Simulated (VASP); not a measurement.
This VASP 6.6.1 run on V needs a look.

The input INCAR:

```
PREC     = Accurate       # precision mode
ENCUT    = 520            # plane-wave cutoff, eV
EDIFF    = 1E-6           # SCF threshold, eV
ISMEAR   = 0              # smearing method
SIGMA    = 0.05           # smearing width, eV
LREAL    = False          # projectors in reciprocal space
LASPH    = True           # aspherical terms in the spheres
NELM     = 6              # most SCF steps
ALGO     = Normal         # electronic algorithm
ISIF     = 2              # what is computed and relaxed
LWAVE    = False          # write WAVECAR
LCHARG   = True           # write CHGCAR
ISPIN    = 2              # spin polarisation
MAGMOM   = 2              # initial moments
LMAXMIX  = 4              # l up to which the mixer works
LDAU     = True           # DFT+U
LDAUTYPE = 1            
LDAUL    = 2              # shell
LDAUU    = 5              # U, eV
LDAUJ    = 0.5          
LDAUPRINT= 1            
GGA      = PE             # functional
IVDW     = 2              # dispersion correction
```

KPOINTS

```
Automatic mesh
0
Gamma
  12 12 12
```

POSCAR

```
V
1.0
   -1.5109190000      1.5335460000      1.5922590000
    1.4891670000     -1.4716170000      1.5085780000
    1.5022640000      1.4629620000     -1.5303300000
V
1
Cartesian
    0.0304826010      0.0517354028     -0.1020874645
```

Potentials or basis: VASP PAW PBE potentials, release 64 (V_sv).

Run with:

```bash
$ cat potpaw_PBE.64/V_sv/POTCAR > POTCAR
$ mpirun -np 1 vasp_std > vasp.out
```

OUTCAR:

```text
PREC = Accurate
   ENCUT = 520
   EDIFF = 1E-6
   ISMEAR = 0
   LREAL = False
   LASPH = True
   NELM = 6
   ISIF = 2
   ISPIN = 2
   GGA = PE
   IVDW = 2
  IVDW =   2

 ion  position               nearest neighbor table
   1  0.985  0.977  0.028-

  LATTYP: Found a triclinic cell.
 ALAT       =     2.5805198179
 B/A-ratio  =     1.6370956009
 C/A-ratio  =     1.9257731329
 COS(alpha) =     0.0094522884
 COS(beta)  =     0.5274977474
 COS(gamma) =     0.8148839966

[... 936 lines left out ...]
      1     V        0.00000000

  Tkatchenko/Scheffler method for vdW energy calculation

  Number of pair interactions contributing to vdW energy:   37704

  Edisp (eV):   -1.14453

  FORCE on cell =-STRESS in cart. coord.  units (eV):
  Direction    XX          YY          ZZ          XY          YZ          ZX
  --------------------------------------------------------------------------------------
  -------------------------------------------------------------------------------------
  Total       1.19508     1.15880     0.84216     0.02876    -0.18006     0.05816
  in kB     137.83839   133.65335    97.13352     3.31689   -20.76791     6.70845
  external pressure =      122.88 kB  Pullay stress =        0.00 kB

 VOLUME and BASIS-vectors are now :
 -----------------------------------------------------------------------------
  energy-cutoff  :      520.00
  volume of cell :       13.89
      direct lattice vectors                 reciprocal lattice vectors
    -1.510919000  1.533546000  1.592259000     0.003244318  0.327200747  0.315981574
     1.489167000 -1.471617000  1.508578000     0.336634550 -0.005743845  0.324969737
     1.502264000  1.462962000 -1.530330000     0.335225259  0.334779620 -0.004334555

 POSITION                                       TOTAL-FORCE (eV/Angst)
 -----------------------------------------------------------------------------------
      0.00873      0.11366      2.99875         0.000000      0.000000      0.000000
 -----------------------------------------------------------------------------------
    total drift:                                0.000011      0.000013     -0.000008

  FREE ENERGIE OF THE ION-ELECTRON SYSTEM (eV)
  ---------------------------------------------------
  free  energy   TOTEN  =        -5.4805952231 eV

  energy  without entropy=       -5.4785567522  energy(sigma->0) =       -5.47957599
```

On the terminal:

```text
[... 40 lines left out ...]
 soft         electrons  0.420064036381862
 total        electrons  0.769080359359902
 translations:           3           3           3
```

Task: How did it end, and where is the flaw?

Result: The run did not converge. The input holds a flaw that was put in on purpose: too few electronic steps (NELM = 6).
